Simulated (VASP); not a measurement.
# P (Pm-3m) in VASP: notebook

The runs below take P through single point, relaxation of cell and atoms, with PBE.

All numbers are computed with VASP 6.6.1; they aren't measurements. Logs are shortened: lines on timing, memory, paths and dates and some standing lists are left out, and cuts for length are marked.

### 1 The structure

Symmetry: Pm-3m, No. 221, cubic system. Conventional cell: a = 2.445 Å, b = 2.445 Å, c = 2.445 Å, α = 90.00°, β = 90.00°, γ = 90.00°. P (site symmetry m-3m) has 6 P at 2.44 Å as nearest neighbours.

The cell was built by a generator and needn't be a form met in nature.

### 2 Single point, PBE (random cell by space group and Wyckoff sites (P4/mmm, No. 123))

Contents of INCAR:

```
  ALGO = Normal
  EDIFF = 1E-6
  ENCUT = 520
  GGA = PE
  ISIF = 2
  ISMEAR = 0
  LASPH = True
  LCHARG = False
  LREAL = False
  LWAVE = False
  NBANDS = 8
  NELM = 100
  PREC = Accurate
  SIGMA = 0.1
```

Contents of KPOINTS:

```
k-points
0
Gamma
  22 22 22
```

Contents of POSCAR:

```
P
1.0
    2.4448049511      0.0000000000      0.0000000000
    0.0000000000      2.4448049511      0.0000000000
    0.0000000000      0.0000000000      2.4448049511
P
1
Direct
    0.0000000000      0.0000000000      0.0000000000
```

Potentials or basis: VASP PAW PBE potentials, release 64 (P).

Started as:

```bash
cat potpaw_PBE.64/P/POTCAR > POTCAR
mpirun -np 1 vasp_std > vasp.out
```

OUTCAR:

```text
EDIFF = 1E-6
   ENCUT = 520
   GGA = PE
   ISIF = 2
   ISMEAR = 0
   LASPH = True
   LREAL = False
   NELM = 100
   PREC = Accurate

 ion  position               nearest neighbor table
   1  0.000  0.000  0.000-

  LATTYP: Found a simple cubic cell.
 ALAT       =     2.4448049511

  Lattice vectors:

 A1 = (   2.4448049511,   0.0000000000,   0.0000000000)
 A2 = (   0.0000000000,   2.4448049511,   0.0000000000)
 A3 = (   0.0000000000,   0.0000000000,   2.4448049511)

Analysis of symmetry for initial positions (statically):
=====================================================================
 Subroutine PRICEL returns:
 Original cell was already a primitive cell.

 Routine SETGRP: Setting up the symmetry group for a
 simple cubic supercell.

 Subroutine GETGRP returns: Found 48 space group operations
 (whereof 48 operations were pure point group operations)
 out of a pool of 48 trial point group operations.

The static configuration has the point symmetry O_h .

Analysis of symmetry for dynamics (positions and initial velocities):
=====================================================================
 Subroutine PRICEL returns:
 Original cell was already a primitive cell.

 Routine SETGRP: Setting up the symmetry group for a
 simple cubic supercell.

 Subroutine GETGRP returns: Found 48 space group operations
 (whereof 48 operations were pure point group operations)
 out of a pool of 48 trial point group operations.

The dynamic configuration has the point symmetry O_h .

 Subroutine INISYM returns: Found 48 space group operations
 (whereof 48 operations are pure point group operations),
 and found     1 'primitive' translations

----------------------------------------------------------------------------------------

                                     Primitive cell

  volume of cell :      14.6128

  direct lattice vectors                    reciprocal lattice vectors
     2.444804951  0.000000000  0.000000000     0.409030585  0.000000000  0.000000000
     0.000000000  2.444804951  0.000000000     0.000000000  0.409030585  0.000000000
     0.000000000  0.000000000  2.444804951     0.000000000  0.000000000  0.409030585

  length of vectors
     2.444804951  2.444804951  2.444804951     0.409030585  0.409030585  0.409030585

  position of ions in fractional coordinates (direct lattice)
     0.000000000  0.000000000  0.000000000

  ion indices of the primitive-cell ions
   primitive index   ion index
                 1           1

----------------------------------------------------------------------------------------

 KPOINTS: k-points

Automatic generation of k-mesh.
 Grid dimensions read from file:
 generate k-points for:   22   22   22

 Generating k-lattice:

  Cartesian coordinates                     Fractional coordinates (reciprocal lattice)
     0.018592299  0.000000000  0.000000000     0.045454545  0.000000000  0.000000000
     0.000000000  0.018592299  0.000000000     0.000000000  0.045454545  0.000000000
     0.000000000  0.000000000  0.018592299     0.000000000  0.000000000  0.045454545

  Length of vectors
     0.018592299  0.018592299  0.018592299

  Shift w.r.t. Gamma in fractional coordinates (k-lattice)
     0.000000000  0.000000000  0.000000000

 Subroutine IBZKPT returns following result:
 ===========================================

 Found    364 irreducible k-points:

 Following reciprocal coordinates:
            Coordinates               Weight
  0.000000  0.000000  0.000000      1.000000
  0.045455  0.000000  0.000000      6.000000
  0.090909  0.000000  0.000000      6.000000
  0.136364  0.000000  0.000000      6.000000
  0.181818  0.000000  0.000000      6.000000
  0.227273  0.000000  0.000000      6.000000
[... 16 lines left out ...]
  0.500000  0.045455  0.000000     12.000000
  0.090909  0.090909  0.000000     12.000000
 [... further k-points ...]
   k-points           NKPTS =    364   k-points in BZ     NKDIM =    364   number of bands    NBANDS=      8
   number of dos      NEDOS =    301   number of ions     NIONS =      1
   total plane-waves  NPLWV =   5832
   dimension x,y,z NGX =    18 NGY =   18 NGZ =   18
   dimension x,y,z NGXF=    36 NGYF=   36 NGZF=   36
   ions per type =               1
   NGX,Y,Z   is equivalent  to a cutoff of  12.24, 12.24, 12.24 a.u.
   NGXF,Y,Z  is equivalent  to a cutoff of  24.48, 24.48, 24.48 a.u.
 SYSTEM =  unknown system
   PREC   = accura    normal or accurate (medium, high low for compatibility)
   ISTART =      0    job   : 0-new  1-cont  2-samecut
   ICHARG =      2    charge: 1-file 2-atom 10-const
   ISPIN  =      1    spin polarized calculation?
   LNONCOLLINEAR =      F non collinear calculations
   LSORBIT =      F    spin-orbit coupling
   LASPH  =      T    aspherical Exc in radial PAW
   ENCUT  =  520.0 eV  38.22 Ry    6.18 a.u.   4.55  4.55  4.55*2*pi/ulx,y,z
   NELM   =    100;   NELMIN=  2; NELMDL= -5     # of ELM steps
   EDIFF  = 0.1E-05   stopping-criterion for ELM
   LREAL  =      F    real-space projection
   EDIFFG = 0.1E-04   stopping-criterion for IOM
   NSW    =      0    number of steps for IOM
   IBRION =     -1    ionic relax: 0-MD 1-quasi-New 2-CG
   NFREE  =      0    steps in history (QN), initial steepest desc. (CG)
   ISIF   =      2    stress and relaxation
   ISYM   =      2    0-nonsym 1-usesym 2-fastsym
   POTIM  = 0.5000    time-step for ionic-motion
   TEBEG  =    0.0;   TEEND  =   0.0 temperature during run
   PSTRESS=    0.0 pullay stress
   NELECT =       5.0000    total number of electrons
   NUPDOWN=      -1.0000    fix difference up-down
   EMIN   =  10.00;   EMAX   =-10.00  energy-range for DOS
   EFERMI =   0.00;   METHOD = LEGACY
   ISMEAR =     0;   SIGMA  =   0.10  broadening in eV -4-tet -1-fermi 0-gaus
   EFERMI_NEDOS =   21; number of points for ismear=-14 and -15
   IALGO  =     38    algorithm
   IMIX   =      4    mixing-type and parameters
     AMIX     =   0.40;   BMIX     =  1.00
     AMIX_MAG =   1.60;   BMIX_MAG =  1.00
  volume/ion in A,a.u.               =      14.61        98.61
  Fermi-wavevector in a.u.,A,eV,Ry     =   1.145040  2.163812 17.838821  1.311116
  Thomas-Fermi vector in A             =   2.281730
   LORBIT       =      0    0 simple, 1 ext, 2 COOP (PROOUT), +10 PAW based schemes
   GGA     = PE    functional components
   LHFCALC =     F    Hartree Fock is set to
   AEXX    =    0.0000 exact exchange contribution
   IVDW    =     0    specifies the selected vdW correction
   LEPSILON=     F    determine dielectric tensor
   LRPA    =     F    only Hartree local field effects (RPA)
 non-spin polarized calculation
 Gauss-broadening in eV      SIGMA  =   0.10
  energy-cutoff  :      520.00
  volume of cell :       14.61
 maximum number of plane-waves:       406
   NGX =  9   NGY =  9   NGZ =  9

 number of electron       4.9999999 magnetization

 Free energy of the ion-electron system (eV)
  ---------------------------------------------------
  ext. energy  EPLUGINS =         0.00000000
  ---------------------------------------------------
  free energy    TOTEN  =        -5.27563693 eV

  energy without entropy =       -5.27445382  energy(sigma->0) =       -5.27504538

 E-fermi :   9.5545     XC(G=0): -11.2633

 val. band max:        9.5300098913   @ k =   0.4545   0.2727   0.2727
 cond. band min:       9.6055273840   @ k =   0.3182   0.2273   0.1364
 fundamental gap:      0.0755174927
 Fermi energy:         9.5545138555

 k-point     1 :       0.0000    0.0000    0.0000
  band No.  band energies     occupation
      1      -6.8721      2.00000
      2      14.5905      0.00000
      3      14.5905      0.00000
      4      14.5905      0.00000
      5      16.4017      0.00000
      6      16.4017      0.00000
      7      23.8323      0.00000
      8      33.9691      0.00000

 k-point     2 :       0.0455    0.0000    0.0000
  band No.  band energies     occupation
      1      -6.8250      2.00000
      2      13.5779      0.00000
      3      14.6276      0.00000
      4      14.6276      0.00000
      5      16.4393      0.00000
      6      17.3584      0.00000
      7      23.9929      0.00000
      8      33.5934      0.00000

 k-point     3 :       0.0909    0.0000    0.0000
  band No.  band energies     occupation
      1      -6.6842      2.00000
      2      11.9959      0.00000
      3      14.7381      0.00000
      4      14.7381      0.00000
      5      16.5509      0.00000
      6      18.7476      0.00000
      7      24.4946      0.00000
      8      32.6456      0.00000

 k-point     4 :       0.1364    0.0000    0.0000
  band No.  band energies     occupation
      1      -6.4504      2.00000
      2      10.3751      0.00000
      3      14.9202      0.00000
      4      14.9202      0.00000
      5      16.7336      0.00000
      6      19.9889      0.00000
      7      25.3678      0.00000
      8      31.4214      0.00000

 k-point     5 :       0.1818    0.0000    0.0000
  band No.  band energies     occupation
      1      -6.1253      2.00000
      2       8.7872      2.00000
      3      15.1703      0.00000
      4      15.1703      0.00000
      5      16.9816      0.00000
      6      21.0105      0.00000
      7      26.5677      0.00000
      8      30.1083      0.00000
[... 177 lines left out ...]
 k-point    22 :       0.4545    0.0455    0.0000
  band No.  band energies     occupation
      1      -2.7683      2.00000
      2       1.3363      2.00000
      3      16.4180      0.00000
      4      17.3278      0.00000
      5      19.6462      0.00000
      6      23.1641      0.00000
      7      24.1652      0.00000
      8      26.3545      0.00000

 k-point    23 :       0.5000    0.0455    0.0000
  band No.  band energies     occupation
      1      -2.5227      2.00000
      2       1.0019      2.00000
      3      16.5199      0.00000
      4      17.4287      0.00000
      5      19.7302      0.00000
      6      22.9941      0.00000
      7      23.9797      0.00000
      8      26.8863      0.00000

 k-point    24 :       0.0909    0.0909    0.0000
  band No.  band energies     occupation
      1      -6.4963      2.00000
      2      11.7406      0.00000
      3      12.6695      0.00000
      4      14.8853      0.00000
      5      17.8846      0.00000
      6      19.9191      0.00000
      7      24.9772      0.00000
      8      31.2311      0.00000

 [... further k-points ...]

------------------------ aborting loop because EDIFF is reached ----------------------------------------

  FORCE on cell =-STRESS in cart. coord.  units (eV):
  Direction    XX          YY          ZZ          XY          YZ          ZX
  --------------------------------------------------------------------------------------
  -------------------------------------------------------------------------------------
  Total       -0.0294417     -0.0294417     -0.0294417      0.0000000      0.0000000     -0.0000000
  in kB       -3.2280556     -3.2280556     -3.2280556      0.0000000      0.0000000     -0.0000000
  external PRESSURE =      -3.2280556 kB  Pullay stress =       0.0000000 kB

 VOLUME and BASIS-vectors are now :
 -----------------------------------------------------------------------------
  energy-cutoff  :      520.00
  volume of cell :       14.61
      direct lattice vectors                 reciprocal lattice vectors
     2.444804951  0.000000000  0.000000000     0.409030585  0.000000000  0.000000000
     0.000000000  2.444804951  0.000000000     0.000000000  0.409030585  0.000000000
     0.000000000  0.000000000  2.444804951     0.000000000  0.000000000  0.409030585

 POSITION                                       TOTAL-FORCE (eV/Angst)
 -----------------------------------------------------------------------------------
      0.00000      0.00000      0.00000         0.000000      0.000000      0.000000
 -----------------------------------------------------------------------------------
    total drift:                                0.000000      0.000000      0.000000

  FREE ENERGIE OF THE ION-ELECTRON SYSTEM (eV)
  ---------------------------------------------------
  free  energy   TOTEN  =        -5.2756369314 eV

  energy  without entropy=       -5.2744538244  energy(sigma->0) =       -5.27504538
```

Run time: 22 s. Hardware: 1 thread of Intel Xeon Platinum 8559C (Emerald Rapids), shared host; peak memory 0.13 GiB.

Results:

```yaml
Free_energy: -5.2756 eV
Pressure: -0.3 GPa
Band_gap_on_the_k_mesh: none (metal or under the smearing width)
```

### 3 Relaxation of cell and atoms, PBE (random cell by space group and Wyckoff sites (P4/mmm, No. 123))

Contents of INCAR:

```
SYSTEM = P
PREC = Accurate
ENCUT = 600
EDIFF = 1E-7
ISMEAR = 0
SIGMA = 0.1
LREAL = .FALSE.
LASPH = .TRUE.
NELM = 100
ALGO = Normal
ISIF = 3
LWAVE = .FALSE.
LCHARG = .FALSE.
GGA = PE
IBRION = 2
NSW = 100
EDIFFG = -0.01
```

Contents of KPOINTS:

```
Automatic mesh
0
G
  22 22 22
  0 0 0
```

Contents of POSCAR:

```
P
1.0
    2.4453676619      0.0000000000      0.0000000000
    0.0000000000      2.4453676619      0.0000000000
    0.0000000000      0.0000000000      2.4453676619
P
1
Direct
    0.0000000000      0.0000000000      0.0000000000
```

Potentials or basis: VASP PAW PBE potentials, release 64 (P).

Started as:

```bash
cat potpaw_PBE.64/P/POTCAR > POTCAR
mpirun -np 1 vasp_std > vasp.out
```

It took 32 s on 1 thread of Intel Xeon Platinum 8559C (Emerald Rapids), shared host; peak memory 0.14 GiB.

It converged, with:

```
Free energy                            : -5.2759 eV
Relaxed volume                         : 14.57 Å³/atom
Relaxed cell                           : a = 2.443 Å, b = 2.443 Å, c = 2.443 Å, α = 90.00°, β = 90.00°, γ = 90.00°
Space group after relaxing (to 0.05 Å) : Pm-3m (No. 221)
Energy gained by relaxing              : 0.1 meV/atom
Ionic steps                            : 3
Pressure after relaxing                : 0.0 GPa
Band gap on the k mesh                 : none (metal or under the smearing width)
```

Final structure:
```yaml
crystal:
  lattice:
    - [2.44268, 0.00000, 0.00000]
    - [0.00000, 2.44268, 0.00000]
    - [0.00000, 0.00000, 2.44268]
  atoms:
    - { symbol: P, position: [0.00000, 0.00000, 0.00000] }
```

Levels at points of the mesh, in eV from the Fermi level:
```tsv
k point	band 1	band 2	band 3	band 4	band 5	band 6
(0.00, 0.00, 0.00)	-16.45	5.05	5.05	5.05	6.84	6.84
(0.50, 0.00, 0.00)	-12.14	-8.62	7.86	7.86	9.40	14.40
(0.50, 0.50, 0.00)	-7.46	-5.23	-5.23	1.04	10.47	16.92
(0.50, 0.50, 0.50)	-2.15	-2.15	-2.15	-1.63	4.72	4.72
```

### 4 Single point, PBE

Contents of INCAR:

```
SYSTEM = P
  PREC = Accurate
  ENCUT = 520
  EDIFF = 1E-6
  ISMEAR = 0
  SIGMA = 0.1
  LREAL = .FALSE.
  LASPH = .TRUE.
  NELM = 80
  ALGO = Fast
  ISIF = 2
  LWAVE = .FALSE.
  LCHARG = .TRUE.
  GGA = PE
  LELF = .TRUE.
  LVHAR = .TRUE.
  NBANDS = 8
```

KPOINTS is that of step 3.

Contents of POSCAR:

```
P
1.0
    2.4448049511      0.0000000000      0.0000000000
    0.0000000000      2.4448049511      0.0000000000
    0.0000000000      0.0000000000      2.4448049511
P
1
Direct
    0.0000000000      0.0000000000      0.0000000000
```

Started as:

```bash
cat potpaw_PBE.64/P/POTCAR > POTCAR
mpirun -np 1 vasp_std > vasp.out
```

Wall time 23 s (1 thread of Intel Xeon Platinum 8559C (Emerald Rapids), shared host); peak memory 0.14 GiB.

Results (log left out):

```
Free energy            : -5.2756 eV
Pressure               : -0.3 GPa
Band gap on the k mesh : none (metal or under the smearing width)
```

Levels at points of the mesh, in eV from the Fermi level:
| k point | band 1 | band 2 | band 3 | band 4 | band 5 | band 6 |
| --- | --- | --- | --- | --- | --- | --- |
| (0.00, 0.00, 0.00) | -16.43 | 5.04 | 5.04 | 5.04 | 6.85 | 6.85 |
| (0.50, 0.00, 0.00) | -12.12 | -8.60 | 7.84 | 7.84 | 9.40 | 14.39 |
| (0.50, 0.50, 0.00) | -7.46 | -5.22 | -5.22 | 1.06 | 10.43 | 16.91 |
| (0.50, 0.50, 0.50) | -2.14 | -2.14 | -2.14 | -1.66 | 4.73 | 4.73 |

### 5 Overview

```csv
task,cell,cutoff (eV),gap on the mesh (eV),pressure (GPa)
single point,"random cell by space group and Wyckoff sites (P4/mmm, No. 123)",520,none,-0.3
relaxation of cell and atoms,"relaxed from: random cell by space group and Wyckoff sites (P4/mmm, No. 123)",600,none,0.0
single point,as given,520,none,-0.3
```

Alike in all rows: level PBE; potentials or basis VASP PAW PBE potentials, release 64 (P); no spin polarisation; k mesh 22 × 22 × 22; smearing gaussian 0.1 eV.

Absolute energies hang on the potentials; compare differences alone.
